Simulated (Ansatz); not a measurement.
## Review of an SCF result for Fe

System: Fe, a measured crystal structure (space group Fm-3m, primitive cell doubled); the cell holds 2 atoms. Source: COD entry 9014476; it may be a high-temperature, high-pressure or metastable form.

Computed with DFT, PBE, PAW, plane waves, scalar-relativistic (Ansatz development build ahead of 0.2.0).

```yaml
crystal:
  lattice:
    - [3.595, 1.7975, 1.7975]
    - [1.7975, 3.595, 1.7975]
    - [1.7975, 1.7975, 3.595]
  atoms:
    - { symbol: Fe, position: [0.0, 0.0, 0.0], spin: 4.0 }
    - { symbol: Fe, position: [0.5, 0.5, 0.5] }
magnetization:
  spin_polarized: true
hamiltonian:
  xc: pbe
  pseudopotentials: { kind: paw }
basis:
  ecutwfc: 420
kpoints:
  mp_grid: { grid: [11, 11, 11] }
scf:
  occupations: { method: fermi_dirac, width: 0.1 }
  lower_state_search: "off"
output:
  forces: true
  stress: true
```

It took 12 s on 2 threads of Arm Neoverse V2 (shared host), peak memory 0.38 GiB.

The end of the output:

```
SCF converged after 34 iterations
Magnetization: 1.8005 μB (16.9002 up, 15.0998 down)
Absolute magnetization: 2.2883 μB (∫|ρ↑−ρ↓|, with the PAW one-centre terms)
Spin contamination: 0.2779 ħ² per cell (⟨S²⟩ above its minimum at these occupations)
Per-site moments (μB) at R_I (Å): [(1.8968, 1.0485), (-0.0693, 1.0485)]
Free energy (F): -8960.576873 eV
Harris-Foulkes:  -8960.576873 eV  (|F-HF|=1.34e-8)
Internal energy: -8960.461729 eV  (E = F + TS)
E sigma→0 (E₀):  -8960.519301 eV
Entropy (-TS):   -0.115144 eV (-57.572 meV/atom)
Fermi energy:    18.093167 eV
--- Forces (eV/Å), atoms counted from 1 ---
  atom   1  Fe    -0.00000000    -0.00000000    -0.00000000
  atom   2  Fe     0.00000000     0.00000000     0.00000000
--- Stress (GPa, compression-positive) ---
      -17.019213       0.158267       0.158267
        0.158267     -17.019213       0.158267
        0.158267       0.158267     -17.019213
  P = ⅓ Tr σ = -17.0192 GPa (-170.192 kbar)
```

The mesh is too coarse to rank close states of a metal with certainty: differences of some tens of meV/atom may change, at times in sign.

Site moments are taken inside atomic spheres and don't add up to the total.

**Question.** Has the SCF ended in the lowest solution? If not, by how much is it too high?

**Answer.** No, on this mesh. A state 51.4 meV/atom (0.103 eV per cell) lower exists in this cell: ferromagnetic, site moments Fe1 2.49, Fe2 2.49 μB, total 4.91 μB per cell, no gap on the k-mesh. It was reached from: parallel moments, default search for lower states [Fe1 4.00, Fe2 4.00 μB]; the moments in brackets, symmetry off, default search [Fe1 4.00, Fe2 4.00 μB]. The wrong state matters: the pressure is 4.6 GPa there against -17.0 GPa here. Signs that this run gave and the runs to the lower state didn't: a negative reading of the dielectric operator (it may be a saddle point). This multiple of the primitive cell fits some opposed orders; other multiples fit others. “Lowest” means lowest among the runs made in this cell.
